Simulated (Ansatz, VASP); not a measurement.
## One calculation of Rb, two programs

File INCAR:

```
SYSTEM = Rb
PREC = Accurate ; ENCUT = 520
EDIFF = 1E-7 ; ISMEAR = -1
SIGMA = 0.05 ; LREAL = .False.
LASPH = .True. ; NELM = 100
ALGO = Normal ; ISIF = 2
LWAVE = .False. ; LCHARG = .False.
GGA = PE ; NBANDS = 10
```

KPOINTS

```
regular mesh
0
Gamma
  8 8 8
  0 0 0
```

The input POSCAR:

```
Rb
1.0
   -2.8337839851      2.8337839851      2.8337839851
    2.8337839851     -2.8337839851      2.8337839851
    2.8337839851      2.8337839851     -2.8337839851
Rb
1
Direct
    0.0000000000      0.0000000000      0.0000000000
```

Input for Ansatz:

```yaml
crystal:
  lattice:
    - [-2.8337839851, 2.8337839851, 2.8337839851]
    - [2.8337839851, -2.8337839851, 2.8337839851]
    - [2.8337839851, 2.8337839851, -2.8337839851]
  atoms:
    - { symbol: Rb, position: [0.0, 0.0, 0.0] }
kpoints:
  mp_grid: { grid: [8, 8, 8] }
scf:
  occupations: { method: fermi_dirac, width: 0.05 }
hamiltonian:
  xc: pbe
  pseudopotentials: { kind: all_electron, lapw: { basis_error: 0.001 } }
output:
  forces: true
  stress: true
  eigenvalues: true
```

Change from the starting cell: volume scaled by 1.03.

Alike in both runs: task single point; functional PBE; k mesh 8 × 8 × 8; occupations fermi-dirac, width 0.05 eV; no spin polarisation.

|  | VASP | Ansatz |
| --- | --- | --- |
| version | VASP 6.6.1 | Ansatz 0.2.0 |
| potentials or method | VASP PAW PBE potentials, release 64 (Rb_sv) | all-electron LAPW, scalar-relativistic |
| plane-wave cutoff (eV) | 520 | see its input |

|  | VASP | Ansatz | Ansatz less VASP |
| --- | --- | --- | --- |
| pressure (GPa) | 0.0 | 0.0 | 0.00 |

Ansatz ran all-electron here, so the differences hold the error of VASP's frozen core and of both bases.
